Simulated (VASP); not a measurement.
# Settings for Si: relaxation of the cell

Si, P-1 (no. 2), 2 atoms in the cell. PBE, relaxation of the cell; PAW potentials Si (PBE set). VASP 6.6.1.

Wanted: cell lengths a, b, c within 0.2 %; volume within 0.4 %.

The series start from Relaxations run in a row: 2; Cutoff ENCUT (eV): 350; Force threshold EDIFFG (eV/Å): -0.01; Relaxation method: conjugate gradient, POTIM 0.5; Precision mode: Accurate. Each series keeps the choices made before it, and each single choice may use up half of a tolerance. Times cover all steps of a run.

## Relaxations run in a row

| Relaxations run in a row | Cell lengths a, b, c, largest deviation against the largest value | Volume (Å³/atom) | Time (s) |
|---|---|---|---|
| 1 | 0 % | 20.44 | 13 |
| 2 | 0 % | 20.44 | 16 |
| 3 (reference) | 0 % | 20.44 | 18 |

Chosen: 1, the loosest value from which every tighter one stays within half of the tolerance.

## Cutoff ENCUT (eV)

| Cutoff ENCUT (eV) | Cell lengths a, b, c, largest deviation against the largest value | Volume (Å³/atom) | Time (s) |
|---|---|---|---|
| 200 | 0.061 % | 20.42 | 8.6 |
| 250 | 0.066 % | 20.42 | 11 |
| 300 | 0.035 % | 20.43 | 13 |
| 350 | 0.012 % | 20.44 | 13 |
| 400 | 0.00052 % | 20.45 | 23 |
| 450 | 0.00052 % | 20.45 | 24 |
| 500 (reference) | 0 % | 20.45 | 30 |

Chosen: 200.

## Force threshold EDIFFG (eV/Å)

| Force threshold EDIFFG (eV/Å) | Cell lengths a, b, c, largest deviation against the largest value | Volume (Å³/atom) | Time (s) |
|---|---|---|---|
| -0.05 | 0.0093 % | 20.43 | 7.3 |
| -0.02 | 0.0093 % | 20.43 | 7.2 |
| -0.01 | 0.0075 % | 20.42 | 8.6 |
| -0.005 | 0.0075 % | 20.42 | 8.2 |
| -0.002 (reference) | 0 % | 20.42 | 8.9 |

Chosen: -0.05.

## Relaxation method

| Relaxation method | Cell lengths a, b, c, largest deviation against the largest value | Volume (Å³/atom) | Time (s) |
|---|---|---|---|
| conjugate gradient, POTIM 0.5 | 0 % | 20.43 | 7.3 |
| conjugate gradient, POTIM 0.2 | 0.046 % | 20.41 | 7.4 |
| conjugate gradient, POTIM 1.0 | 0.016 % | 20.43 | 11 |
| quasi-Newton, POTIM 0.5 | 0.2 % | 20.42 | 6.4 |
| quasi-Newton, POTIM 0.5, at least 5 electronic steps | 0.2 % | 20.42 | 5.5 |
| velocity quench, POTIM 0.1 | 0.13 % | 20.41 | 7.3 |

Chosen: conjugate gradient, POTIM 0.5; no other choice that stays within half of the tolerance saves 30 % of the time.

## Precision mode

| Precision mode | Cell lengths a, b, c, largest deviation against the largest value | Volume (Å³/atom) | Time (s) |
|---|---|---|---|
| Accurate | 0 % | 20.43 | 7.3 |
| Normal | 0.00052 % | 20.43 | 3.9 |
| High | 0 % | 20.43 | 6.4 |

Chosen: Accurate; Normal would be accurate enough too and is faster here.

## All choices together

| Input | Cell lengths a, b, c, largest deviation against the largest value | Volume (Å³/atom) | Time (s) |
|---|---|---|---|
| the program's own cutoff and thresholds (naive) | 0.059 % | 20.43 | 5.4 |
| chosen settings | 0.071 % | 20.43 | 7.3 |
| reference settings throughout | 0 % | 20.46 | 40 |

The tolerance is met.

Values of the reference run: Cell lengths a, b, c: 3.868, 3.868, 3.868 Å.

## The input

INCAR.step1:
```
SYSTEM = Si
PREC = Accurate
ENCUT = 200
EDIFF = 1E-7
ISMEAR = 0
SIGMA = 0.05
LREAL = .FALSE.
LASPH = .TRUE.
NELM = 100
ALGO = Normal
LWAVE = .FALSE.
LCHARG = .FALSE.
IBRION = 2
NSW = 80
ISIF = 3
EDIFFG = -0.05
POTIM = 0.5
ISYM = 0
KPAR = 4
```

INCAR.step2, as INCAR.step1 but for:
```
- IBRION = 2
- NSW = 80
- ISIF = 3
- EDIFFG = -0.05
- POTIM = 0.5
+ NSW = 0
+ ISIF = 2
```

KPOINTS:
```
k-points
0
Gamma
  6 6 6
```

POSCAR.step1:
```
Si
1.0
   -0.0114570000      2.8224940000      2.8044850000
    2.7833050000      0.0090910000      2.7839370000
    2.7787250000      2.7973670000      0.0136700000
Si
2
Direct
    0.4941190000      0.5051430000      0.5053480000
    0.7558810000      0.7448570000      0.7446520000
```

POSCAR.step2:
```
Si
1.0
   -0.0003890627      2.7339880712      2.7333056505
    2.7324050014     -0.0005677985      2.7333371586
    2.7326093088      2.7343100936     -0.0007148153
Si
2
Direct
    0.4999907367      0.5000450194      0.5001139045
    0.7500092633      0.7499549806      0.7498860955
```

Commands (each step's output is kept before the next begins):
```
cat potpaw_PBE.64/Si/POTCAR > POTCAR
cp INCAR.step1 INCAR
cp POSCAR.step1 POSCAR
mpirun -np 4 vasp_std > vasp.out
# POSCAR: the CONTCAR of the step before
cp INCAR.step2 INCAR
cp POSCAR.step2 POSCAR
mpirun -np 4 vasp_std > vasp.out
```

The naive input happens to agree within the tolerance here, in 5.4 s.

Limits: the start was distorted on purpose (volume up by 6 %, random strain, atoms moved at random), so the space group given is the start's and not the crystal's.

The chosen input took VASP 6.6.1 7.3 s on 4 cores (Intel Xeon 6975P-C (Granite Rapids)), a shared host.

## An input that fails: cell kept fixed (ISIF = 2) though it was to relax

It runs to its end, but against the unchanged starting input it is off by 2.9 % in the cell lengths a, b, c, 6.6 % in the volume.

Changes against the starting input:
```
- ISIF = 3
+ ISIF = 2
(POSCAR.step3)
-    0.0004601995      2.7351479880      2.7348543801
-    2.7343501156      0.0004757038      2.7346900617
-    2.7339929885      2.7347135269      0.0008911486
+   -0.0114570000      2.8224940000      2.8044850000
+    2.7833050000      0.0090910000      2.7839370000
+    2.7787250000      2.7973670000      0.0136700000
-    0.4999594833      0.5000235914      0.4999736553
-    0.7500405167      0.7499764086      0.7500263447
+    0.4989839580      0.5004631102      0.5007602003
+    0.7510160420      0.7495368898      0.7492397997
```
